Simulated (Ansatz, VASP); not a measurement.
Two plane-wave programs on KI

INCAR

```
PREC = Accurate
ENCUT = 520
EDIFF = 1E-6
ISMEAR = -1
SIGMA = 0.02
LREAL = F
LASPH = T
NELM = 100
ALGO = Normal
ISIF = 2
LWAVE = F
LCHARG = F
GGA = PE
NBANDS = 15
```

Contents of KPOINTS:

```
regular mesh
0
Gamma
  6 6 6
```

File POSCAR:

```
KI
1.0
    0.0000000000      3.5442842164      3.5442842164
    3.5442842164      0.0000000000      3.5442842164
    3.5442842164      3.5442842164      0.0000000000
K I
1 1
Direct
    0.0000000000      0.0000000000      0.0000000000
    0.5000000000      0.5000000000      0.5000000000
```

Input for Ansatz:

```yaml
crystal:
  lattice:
    - [0.0, 3.5442842164, 3.5442842164]
    - [3.5442842164, 0.0, 3.5442842164]
    - [3.5442842164, 3.5442842164, 0.0]
  atoms:
    - { symbol: K, position: [0.0, 0.0, 0.0] }
    - { symbol: I, position: [0.5, 0.5, 0.5] }
kpoints:
  mp_grid: { grid: [6, 6, 6] }
  band_path:
    path:
      - [0.0, 0.0, 0.0]
      - [0.5, 0.0, 0.5]
      - [0.625, 0.25, 0.625]
      - [0.375, 0.375, 0.75]
      - [0.5, 0.5, 0.5]
      - [0.5, 0.25, 0.75]
    npoints: 1
hamiltonian:
  xc: pbe
scf:
  occupations: { method: fermi_dirac, width: 0.02 }
  n_extra_bands: 4
output:
  forces: true
  stress: true
  eigenvalues: true
```

The cell was built by a generator and needn't be a form met in nature.

Alike in both runs: task single point; functional PBE; k mesh 6 × 6 × 6; occupations fermi-dirac, width 0.02 eV; no spin polarisation.

```csv
,VASP,Ansatz
version,VASP 6.6.1,Ansatz 0.2.0
potentials or method,"VASP PAW PBE potentials, release 64 (K_sv, I)","plane waves, PAW"
plane-wave cutoff (eV),520,420
valence electrons in the cell,16,26
```

```csv
,VASP,Ansatz,Ansatz less VASP
gap on the k mesh at the Fermi level (eV),3.94,3.94,+0.004
pressure (GPa),0.5,0.5,-0.03
```

The two sets of potentials don't hold the same shells in valence.

Caveats: spin-orbit coupling is left out, which moves the levels of the heavy elements. PBE gaps usually lie below the measured ones, often by a third to a half.
